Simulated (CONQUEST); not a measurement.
# Sn (Fd-3m) in CONQUEST: further runs

One crystal, Sn, is run at these levels: PBE, PBEsol+D2; tasks: single point.

Everything below comes from runs of CONQUEST 1.3. Logs are shortened: lines on timing, memory, paths and dates and some standing lists are left out, and cuts for length are marked.

**1. Starting point**

It takes space group Fd-3m (No. 227, cubic). The conventional cell has a = 6.467 Å, b = 6.467 Å, c = 6.467 Å, α = 90.00°, β = 90.00°, γ = 90.00°. Sn (site symmetry -43m) is surrounded by 4 Sn at 2.80 Å.

This isn't the form of Sn at room conditions, which is tetragonal (white tin).

**2. Single point, PBE (atoms moved at random, drawn with an rms of 0.05 Å)**

The input, Conquest_input:

```
IO.Title Sn
IO.Coordinates coords.dat
IO.FractionalAtomicCoords T
IO.Iprint 2
IO.Iprint_init 1
General.NumberOfSpecies 1
General.PseudopotentialType hamann
AtomMove.TypeOfRun static
AtomMove.FullStress T
Grid.GridCutoff 120
DM.SolutionMethod diagon
Diag.MPMesh T
Diag.GammaCentred T
Diag.MPMeshX 6
Diag.MPMeshY 6
Diag.MPMeshZ 4
Diag.kT 0.00183747
minE.SCTolerance 1e-6
Basis.MultisiteSF T
Multisite.LFD T
Multisite.Smear T
SC.MaxIters 100
IO.AtomChargeOutput T
%block ChemicalSpeciesLabel
1 118.710 Sn
%endblock
%block Sn
Atom.NumberOfSupports 9
Atom.MultisiteRange 10
Atom.LFDRange 10
%endblock
```

The input, coords.dat:

```
    8.6410320509     0.0000000000     0.0000000000
    0.0000000000     8.6410320509     0.0000000000
    0.0000000000     0.0000000000    12.2202647181
4
  0.0177595000   0.4961525000   0.2551715000 1 T T T
  0.5177595000   0.9961525000   0.7551715000 1 T T T
  0.0018455000   0.9928345000   0.5018365000 1 T T T
  0.5018455000   0.4928345000   0.0018365000 1 T T T
```

Potentials or basis: PseudoDojo NC PBE, DZP, multi-site functions of range 10 bohr, grid cutoff 120 Ha.

Launch:

```console
$ Conquest
```

Log:

```text
Simulation cell dimensions:     8.6410 a0 x     8.6410 a0 x    12.2203 a0

      Atomic coordinates (a0)
         Atom         X         Y         Z  Species
            1    0.1535    4.2873    3.1183        1
            2    4.4740    8.6078    9.2284        1
            3    0.0159    8.5791    6.1326        1
            4    4.3365    4.2586    0.0224        1

         Monkhorst-Pack mesh:   6 x   6 x   4 gamma-centred
        This calculation includes non-local pseudopotentials,
         with a maximum core radius of      7.58370955

    Job title: Sn
    Job to be run: static calculation

    Ground state search:
      Support functions represented with PAO basis
      Multi-site SFs used with local filter diagonalisation
      Non-spin-polarised electrons
      Solving for the K matrix using diagonalisation
      Using Fermi-Dirac smearing

    Integration grid size:     48 x   48 x   64

    Integration grid spacing:  0.180 a0 x 0.180 a0 x 0.191 a0

    Number of species:  1
    --------------------------------------------------------
    |   #  mass (au)  Charge (e)  SF Rad (a0)  NSF  Label  |
    --------------------------------------------------------
    |   1    118.710      14.000       17.584    9  Sn     |
    --------------------------------------------------------

          PAOs are contracted to multi-site support functions
          SCF tolerance:                 0.00000100
          SCF iterations:               100

    The functional used will be GGA PBE96

           radial cut-off to be used is taken to be max PAO cut-off radius for this species:    7.583710

           greatest ang. mom. for making density from PAOs:  2
    Minimum blocs/proc is     2304. Maximum blocs/proc is     2304
    set_atom_dens: In set_atomic_density, electrons :      56.000000000000
 matrix_size & matrix_size_padH =           36          36
    Init_SFcoeff: Time for making initial multi-site SF coeffficients:         273.80494400 ms

    Screened ion int: energy:    -235.415511665101 Ha

    new_SC_potl: Starting.  Tolerance:  0.10000E-05

    PulayMixSC: Starting Pulay mixing, A_up =  0.500 A_dn =  0.500
    PulayMixSC: Spin non-polarised calculation.
    Init_SFcoeff: Time for making initial multi-site SF coeffficients:         242.72968600 ms
          Harris-Foulkes Energy            :      -315.179118799267371 Ha
          GroundState Energy (E-(1/2)TS)   :      -315.179177735779376 Ha
          Free Energy (E-TS)               :      -315.179236672291381 Ha
          DFT Total Energy                 :      -315.165726377045189 Ha
          Total number of electrons        :        56.000000000000696
    PulayMixSC: Pulay iteration     1 residual:              0.13795E-02
    Init_SFcoeff: Time for making initial multi-site SF coeffficients:         241.59408300 ms
          Harris-Foulkes Energy            :      -315.170587688495516 Ha
          GroundState Energy (E-(1/2)TS)   :      -315.170645318882407 Ha
          Free Energy (E-TS)               :      -315.170702949269241 Ha
          DFT Total Energy                 :      -315.169422369785821 Ha
          Total number of electrons        :        56.000048732778637
    PulayMixSC: Pulay iteration     2 residual:              0.52432E-03
    Init_SFcoeff: Time for making initial multi-site SF coeffficients:         242.31809700 ms
          Harris-Foulkes Energy            :      -315.169707829607376 Ha
          GroundState Energy (E-(1/2)TS)   :      -315.169765517934707 Ha
          Free Energy (E-TS)               :      -315.169823206262038 Ha
          DFT Total Energy                 :      -315.169695246880110 Ha
          Total number of electrons        :        56.000084228974579
    PulayMixSC: Pulay iteration     3 residual:              0.10471E-03
    Init_SFcoeff: Time for making initial multi-site SF coeffficients:         282.64844900 ms
          Harris-Foulkes Energy            :      -315.169701763019191 Ha
          GroundState Energy (E-(1/2)TS)   :      -315.169759716039039 Ha
          Free Energy (E-TS)               :      -315.169817669058943 Ha
          DFT Total Energy                 :      -315.169701508013304 Ha
          Total number of electrons        :        56.000093217328349
    PulayMixSC: Pulay iteration     4 residual:              0.93033E-05
    Init_SFcoeff: Time for making initial multi-site SF coeffficients:         266.75649400 ms
          Harris-Foulkes Energy            :      -315.169701518998977 Ha
          GroundState Energy (E-(1/2)TS)   :      -315.169759412713347 Ha
          Free Energy (E-TS)               :      -315.169817306427774 Ha
          DFT Total Energy                 :      -315.169701487701104 Ha
          Total number of electrons        :        56.000095876375958
    PulayMixSC: Pulay iteration     5 residual:              0.15555E-05
    Init_SFcoeff: Time for making initial multi-site SF coeffficients:         277.06744900 ms
          Harris-Foulkes Energy            :      -315.169701479051582 Ha
          GroundState Energy (E-(1/2)TS)   :      -315.169759373867180 Ha
          Free Energy (E-TS)               :      -315.169817268682777 Ha
          DFT Total Energy                 :      -315.169701476994874 Ha
          Total number of electrons        :        56.000095293292674
    PulayMixSC: Pulay iteration     6 residual:              0.37066E-06
    PulayMixSC: Reached SCF tolerance of  0.37066E-06 after      6 iterations
      | Number of electrons      =        56.000095
      |* band energy as 2Tr[K.H] =       -42.985682175330560 Ha
      |  screened ion-ion energy =      -235.415511665101150 Ha
      |  Ha correction           =         1.086748316561974 Ha
      |  XC correction           =       -37.855252005366758 Ha
      | GS Energy as E-(1/2)TS   =      -315.169759373867180 Ha
      | Free Energy as E-TS      =      -315.169817268682777 Ha
      |* Harris-Foulkes energy   =      -315.169701479051582 Ha
      |* DFT total energy        =      -315.169701476994874 Ha
      |  estimated accuracy      =        -0.000000002056709 Ha

    force: Forces on atoms (Ha/a0)
    force:  Atom   X              Y              Z
    force:     1  -0.0112710957  -0.0025368267  -0.0021650109
    force:     2  -0.0112710957  -0.0025368267  -0.0021650109
    force:     3   0.0112893692   0.0026503848   0.0022220138
    force:     4   0.0112893692   0.0026503848   0.0022220138

    force: Maximum force :        0.01128937(Ha/a0) on atom         3 in x direction
    force: Force Residual:        0.01178075 Ha/a0
    force: Total stress:         -3.49794107     0.03984940     1.68138838 GPa
                             0.03807243    -4.40514541    -0.37503258
                             1.68329561    -0.37363721    -3.84818524
    force: Average pressure:      3.91709057 GPa

    force: Finished force
    get_E_and_F: Change in energy during last step of electronic optimisation:  0.39947E-07

    BIBLIOGRAPHY: Please consider citing the following references in the conquest.bib file

    CONQUEST:         Bowler2002pt, Miyazaki2004, Nakata2020
    Basis:            Bowler2019, Nakata2014, Nakata2015
    DM:               Bowler:2006xr
    Pseudopotentials: Hamann2013, Bowler2019
    XC functional:    Perdew1996
```

It took 2 min on 1 thread of Intel Xeon Platinum 8375C at 2.90GHz (Ice Lake), shared host; peak memory 0.96 GiB.

Results:

| Property | Result |
| --- | --- |
| Free energy | -8576.2076 eV |
| Pressure | 3.9 GPa |
| Largest force | 0.607 eV/Å |
| Band gap on the k mesh | none (metal or under the smearing width) |

Forces in eV/Å, atoms in the order of the input:
```
Sn  -0.580 -0.130 -0.111
Sn  -0.580 -0.130 -0.111
Sn   0.581  0.136  0.114
Sn   0.581  0.136  0.114
```

Caveat: multi-site functions contract the basis, which raises the energy a little and makes forces and stress less exact; the box holds several primitive cells, so bands are folded and the points are those of the box's own zone; the basis of atomic orbitals isn't converged, which shifts pressures, moduli and gaps.

**3. Single point, PBE (atoms moved at random, drawn with an rms of 0.05 Å)**

Changes to Conquest_input since step 2:

```diff
@@ -28,4 +28,4 @@
 Atom.NumberOfSupports 9
-Atom.MultisiteRange 10
-Atom.LFDRange 10
+Atom.MultisiteRange 12
+Atom.LFDRange 12
 %endblock
```

coords.dat is that of step 2.

Potentials or basis: PseudoDojo NC PBE, DZP, multi-site functions of range 12 bohr, grid cutoff 120 Ha.

Launch:

```console
$ Conquest
```

Log:

```text
Simulation cell dimensions:     8.6410 a0 x     8.6410 a0 x    12.2203 a0

      Atomic coordinates (a0)
         Atom         X         Y         Z  Species
            1    0.1535    4.2873    3.1183        1
            2    4.4740    8.6078    9.2284        1
            3    0.0159    8.5791    6.1326        1
            4    4.3365    4.2586    0.0224        1

         Monkhorst-Pack mesh:   6 x   6 x   4 gamma-centred
        This calculation includes non-local pseudopotentials,
         with a maximum core radius of      7.58370955

    Job title: Sn
    Job to be run: static calculation

    Ground state search:
      Support functions represented with PAO basis
      Multi-site SFs used with local filter diagonalisation
      Non-spin-polarised electrons
      Solving for the K matrix using diagonalisation
      Using Fermi-Dirac smearing

    Integration grid size:     48 x   48 x   64

    Integration grid spacing:  0.180 a0 x 0.180 a0 x 0.191 a0

    Number of species:  1
    --------------------------------------------------------
    |   #  mass (au)  Charge (e)  SF Rad (a0)  NSF  Label  |
    --------------------------------------------------------
    |   1    118.710      14.000       19.584    9  Sn     |
    --------------------------------------------------------

          PAOs are contracted to multi-site support functions
          SCF tolerance:                 0.00000100
          SCF iterations:               100

    The functional used will be GGA PBE96

           radial cut-off to be used is taken to be max PAO cut-off radius for this species:    7.583710

           greatest ang. mom. for making density from PAOs:  2
    Minimum blocs/proc is     2304. Maximum blocs/proc is     2304
    set_atom_dens: In set_atomic_density, electrons :      56.000000000000
 matrix_size & matrix_size_padH =           36          36
    Init_SFcoeff: Time for making initial multi-site SF coeffficients:         850.14715400 ms

    Screened ion int: energy:    -235.415511665101 Ha

    new_SC_potl: Starting.  Tolerance:  0.10000E-05

    PulayMixSC: Starting Pulay mixing, A_up =  0.500 A_dn =  0.500
    PulayMixSC: Spin non-polarised calculation.
    Init_SFcoeff: Time for making initial multi-site SF coeffficients:         671.45432900 ms
          Harris-Foulkes Energy            :      -315.179867776400556 Ha
          GroundState Energy (E-(1/2)TS)   :      -315.179926062630443 Ha
          Free Energy (E-TS)               :      -315.179984348860330 Ha
          DFT Total Energy                 :      -315.166422173975093 Ha
          Total number of electrons        :        56.000000000000696
    PulayMixSC: Pulay iteration     1 residual:              0.13782E-02
    Init_SFcoeff: Time for making initial multi-site SF coeffficients:         812.24482300 ms
          Harris-Foulkes Energy            :      -315.171323024947469 Ha
          GroundState Energy (E-(1/2)TS)   :      -315.171379935499431 Ha
          Free Energy (E-TS)               :      -315.171436846051392 Ha
          DFT Total Energy                 :      -315.170170435884188 Ha
          Total number of electrons        :        56.000048950418268
    PulayMixSC: Pulay iteration     2 residual:              0.52159E-03
    Init_SFcoeff: Time for making initial multi-site SF coeffficients:         752.04330800 ms
          Harris-Foulkes Energy            :      -315.170448957947031 Ha
          GroundState Energy (E-(1/2)TS)   :      -315.170505899613147 Ha
          Free Energy (E-TS)               :      -315.170562841279207 Ha
          DFT Total Energy                 :      -315.170436701374911 Ha
          Total number of electrons        :        56.000083658971697
    PulayMixSC: Pulay iteration     3 residual:              0.10492E-03
    Init_SFcoeff: Time for making initial multi-site SF coeffficients:         780.26295000 ms
          Harris-Foulkes Energy            :      -315.170438253677389 Ha
          GroundState Energy (E-(1/2)TS)   :      -315.170495455965352 Ha
          Free Energy (E-TS)               :      -315.170552658253314 Ha
          DFT Total Energy                 :      -315.170437999302408 Ha
          Total number of electrons        :        56.000094144032147
    PulayMixSC: Pulay iteration     4 residual:              0.93100E-05
    Init_SFcoeff: Time for making initial multi-site SF coeffficients:         793.71141800 ms
          Harris-Foulkes Energy            :      -315.170438417297532 Ha
          GroundState Energy (E-(1/2)TS)   :      -315.170495559399797 Ha
          Free Energy (E-TS)               :      -315.170552701502061 Ha
          DFT Total Energy                 :      -315.170438385935540 Ha
          Total number of electrons        :        56.000095362917293
    PulayMixSC: Pulay iteration     5 residual:              0.15546E-05
    Init_SFcoeff: Time for making initial multi-site SF coeffficients:         793.31212800 ms
          Harris-Foulkes Energy            :      -315.170438696298049 Ha
          GroundState Energy (E-(1/2)TS)   :      -315.170495840082822 Ha
          Free Energy (E-TS)               :      -315.170552983867594 Ha
          DFT Total Energy                 :      -315.170438694197856 Ha
          Total number of electrons        :        56.000094154217578
    PulayMixSC: Pulay iteration     6 residual:              0.37407E-06
    PulayMixSC: Reached SCF tolerance of  0.37407E-06 after      6 iterations
      | Number of electrons      =        56.000094
      |* band energy as 2Tr[K.H] =       -42.988093308875094 Ha
      |  screened ion-ion energy =      -235.415511665101150 Ha
      |  Ha correction           =         1.088439345836608 Ha
      |  XC correction           =       -37.855269003273207 Ha
      | GS Energy as E-(1/2)TS   =      -315.170495840082822 Ha
      | Free Energy as E-TS      =      -315.170552983867594 Ha
      |* Harris-Foulkes energy   =      -315.170438696298049 Ha
      |* DFT total energy        =      -315.170438694197856 Ha
      |  estimated accuracy      =        -0.000000002100194 Ha

    force: Forces on atoms (Ha/a0)
    force:  Atom   X              Y              Z
    force:     1  -0.0112022166  -0.0024941944  -0.0021408032
    force:     2  -0.0112022166  -0.0024941944  -0.0021408032
    force:     3   0.0112271352   0.0026286594   0.0022010829
    force:     4   0.0112271352   0.0026286594   0.0022010829

    force: Maximum force :        0.01122714(Ha/a0) on atom         4 in x direction
    force: Force Residual:        0.01170677 Ha/a0
    force: Total stress:         -3.45554226     0.03564975     1.68080138 GPa
                             0.03568231    -4.35832940    -0.37724596
                             1.68048279    -0.37725625    -3.80407134
    force: Average pressure:      3.87264767 GPa

    force: Finished force
    get_E_and_F: Change in energy during last step of electronic optimisation: -0.27900E-06

    BIBLIOGRAPHY: Please consider citing the following references in the conquest.bib file

    CONQUEST:         Bowler2002pt, Miyazaki2004, Nakata2020
    Basis:            Bowler2019, Nakata2014, Nakata2015
    DM:               Bowler:2006xr
    Pseudopotentials: Hamann2013, Bowler2019
    XC functional:    Perdew1996
```

Run time: 2.9 min. Hardware: 1 thread of Intel Xeon Platinum 8375C at 2.90GHz (Ice Lake), shared host; peak memory 0.99 GiB.

What came out:

```
Free energy            : -8576.2277 eV
Pressure               : 3.9 GPa
Largest force          : 0.604 eV/Å
Band gap on the k mesh : none (metal or under the smearing width)
```

Forces in eV/Å, atoms in the order of the input:
```
Sn  -0.576 -0.128 -0.110
Sn  -0.576 -0.128 -0.110
Sn   0.577  0.135  0.113
Sn   0.577  0.135  0.113
```

Caveat: multi-site functions contract the basis, which raises the energy a little and makes forces and stress less exact; the basis of atomic orbitals isn't converged, which shifts pressures, moduli and gaps.

**4. Single point, PBEsol+D2**

The input, Conquest_input:

```
IO.Title Sn
IO.Coordinates coords.dat
IO.FractionalAtomicCoords F
IO.Iprint 2
IO.Iprint_init 1
General.NumberOfSpecies 1
General.PseudopotentialType hamann
General.DistanceUnits A
General.DFT_D2 T
AtomMove.TypeOfRun static
AtomMove.FullStress T
Grid.GridCutoff 80
DM.SolutionMethod diagon
Diag.MPMesh T
Diag.GammaCentred T
Diag.MPMeshX 4
Diag.MPMeshY 4
Diag.MPMeshZ 3
Diag.kT 0.00099223
minE.SCTolerance 1e-6
SC.MaxIters 100
IO.AtomChargeOutput T
IO.DumpChargeDensity T
%block ChemicalSpeciesLabel
1 118.710 Sn
%endblock
```

The input, coords.dat:

```
    4.5726372400     0.0000000000     0.0000000000
    0.0000000000     4.5726372400     0.0000000000
    0.0000000000     0.0000000000     6.4666856000
4
  0.0000000000   2.2863186200   1.6166714000 1 T T T
  2.2863186200   0.0000000000   4.8500142000 1 T T T
  0.0000000000   0.0000000000   3.2333428000 1 T T T
  2.2863186200   2.2863186200   0.0000000000 1 T T T
```

Potentials or basis: PseudoDojo NC PBEsol, DZP, grid cutoff 80 Ha.

Launch:

```console
$ Conquest
```

Wall time 33 s (1 thread of Intel Xeon Platinum 8259CL at 2.50GHz (Skylake/Cascade Lake), shared host); peak memory 0.53 GiB.

The run converged, but a check on its numbers failed (symmetry, net force, bounds or a known fault of this set-up), so they aren't taken as properties of the crystal.

Caveat: the log labels positions in bohr as Å; D2 has parameters here for PBE and revPBE alone, and what the program adds for this functional wasn't checked; the basis of atomic orbitals isn't converged, which shifts pressures, moduli and gaps; the real-space grid breaks the cell's symmetry a little; pairwise dispersion overbinds metals, which lowers pressure and volume.

**5. The reference run**

An earlier run on the cell as given: functional PBE; potentials or basis PseudoDojo NC PBE, DZP, grid cutoff 120 Ha; k mesh 6 × 6 × 4; occupations fermi-dirac, width 0.05 eV; no spin polarisation.

- Pressure: 3.7 GPa
- Band gap on the k mesh: none (metal or under the smearing width)

**6. Summary**

```tsv
potentials or basis	cell	gap on the mesh (eV)	pressure (GPa)	largest force (eV/Å)
PseudoDojo NC PBE, DZP, multi-site functions of range 10 bohr, grid cutoff 120 Ha	atoms moved at random, drawn with an rms of 0.05 Å	none	3.9	0.61
PseudoDojo NC PBE, DZP, multi-site functions of range 12 bohr, grid cutoff 120 Ha	atoms moved at random, drawn with an rms of 0.05 Å	none	3.9	0.60
PseudoDojo NC PBE, DZP, grid cutoff 120 Ha	as given	none	3.7	-
```

Alike in all rows: task single point; level PBE; no spin polarisation; k mesh 6 × 6 × 4; smearing fermi-dirac 0.05 eV.

Caveats: the basis of atomic orbitals isn't converged, which shifts pressures, moduli and gaps; multi-site functions contract the basis, which raises the energy a little and makes forces and stress less exact (some runs); the box holds several primitive cells, so bands are folded and the points are those of the box's own zone (some runs); the real-space grid breaks the cell's symmetry a little (some runs).

Absolute energies hang on the potentials; compare differences alone.
